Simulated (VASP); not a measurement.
AlGa3N2, 6 atoms in the cell. Symmetry: P3m1, No. 156, trigonal system. The conventional cell has a = 3.220 Å, b = 3.220 Å, c = 9.363 Å, α = 90.00°, β = 90.00°, γ = 120.00°. Al (site symmetry 3m) has 4 N at 1.89 to 1.94 Å as nearest neighbours. Ga (site symmetry 3m) is surrounded by 3 N at 1.99 Å. Ga (site symmetry 3m) is surrounded by 1 N at 1.97 Å. Ga (site symmetry 3m) is surrounded by 4 Ga at 2.50 to 2.53 Å. N (site symmetry 3m) is surrounded by 1 Al at 1.89 Å and 3 Ga at 1.99 Å. Around N (site symmetry 3m) lie 3 Al at 1.94 Å and 1 Ga at 1.97 Å. The cell was built by a generator and needn't be a form met in nature.

| Property | Result |
| --- | --- |
| Program | VASP 6.6.1 |
| Task | band structure |
| Functional | PBE |
| Potentials or basis | VASP PAW PBE potentials, release 64 (Al, Ga_d, N) |
| Cutoff | 520 eV |
| k mesh | 10 × 10 × 4 |
| Occupations | gaussian, width 0.1 eV |
| Spin | no spin polarisation |
| Further INCAR settings | ALGO = Normal; EDIFF = 1e-07; NBANDS = 35 |

Potentials or basis: VASP PAW PBE potentials, release 64 (Al, Ga_d, N).

Command:

```bash
$ cat potpaw_PBE.64/Al/POTCAR potpaw_PBE.64/Ga_d/POTCAR potpaw_PBE.64/N/POTCAR > POTCAR
$ mpirun -np 1 vasp_std > vasp.out
```

Hardware: 1 thread of Intel(R) Xeon(R) 6975P-C (Granite Rapids), on a shared host.

Question: Estimate the wall time of this run.

Answer: Wall time 2.4 min on 1 thread of Intel(R) Xeon(R) 6975P-C (Granite Rapids), with other jobs on the host, peak memory 0.32 GiB. Counts: scf iterations 47, k points 50.
